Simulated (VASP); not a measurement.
Write an ASE script for VASP 6.6.1 that does the following.

```yaml
Task: single point
Functional: PBEsol
Potentials_or_basis: VASP PAW PBE potentials, release 54 (C)
Cutoff: 520 eV
k_mesh: 13 × 13 × 13
Occupations: gaussian, width 0.05 eV
Spin: no spin polarisation
Further_INCAR_settings: ALGO = Normal; EDIFF = 1.00e-06
```

Crystal: C.

```
C
1.0
     0.00000    1.78337    1.78337
     1.78337    0.00000    1.78337
     1.78337    1.78337    0.00000
C
2
Cartesian
  0.8917 0.8917 0.8917
  0.0000 0.0000 0.0000
```

This isn't the form of C at room conditions, which is graphite.

The input as run:

run.py

```python
from ase.calculators.vasp import Vasp
from ase.dft.bandgap import bandgap
from ase.spacegroup import crystal

atoms = crystal(
    ['C'],
    basis=[[0.25, 0.25, 0.25]],
    spacegroup=227,
    setting=1,
    cellpar=[3.56674, 3.56674, 3.56674, 90.0, 90.0, 90.0],
    primitive_cell=True,
)
calc = Vasp(
    directory='calc',
    xc='pbesol',
    pp='PBE',
    setups='recommended',
    pp_version='54',
    prec='Accurate',
    encut=520,
    ediff=1e-06,
    ismear=0,
    sigma=0.05,
    lreal=False,
    lasph=True,
    nelm=100,
    algo='Normal',
    isif=2,
    lwave=False,
    lcharg=False,
    kpts=[13, 13, 13],
    gamma=True,
)
atoms.calc = calc

print('energy (eV):', atoms.get_potential_energy())
print('free energy (eV):', atoms.get_potential_energy(force_consistent=True))
print('forces (eV/A):')
print(atoms.get_forces())
print('stress (eV/A^3, Voigt):', atoms.get_stress())
print('Fermi level (eV):', calc.get_fermi_level())
gap, top, bottom = bandgap(calc)
print('band gap (eV):', gap, 'from (spin, k, band)', top, 'to', bottom)
```

Potentials or basis: VASP PAW PBE potentials, release 54 (C).

Command:

```bash
$ python run.py
```

Results of the run:

```yaml
Pressure: -3.8 GPa
Band_gap_on_the_k_mesh: 4.01 eV, indirect (least direct gap 5.54 eV)
```

Caveat: the PAW data sets were made with another functional, which shifts forces and pressure a little; an odd mesh through Γ misses points on the zone boundary, where band edges often lie.

Wall time 15 s on 1 thread of Intel(R) Xeon(R) Platinum 8488C (Sapphire Rapids), with other jobs on the host, peak memory 0.11 GiB.
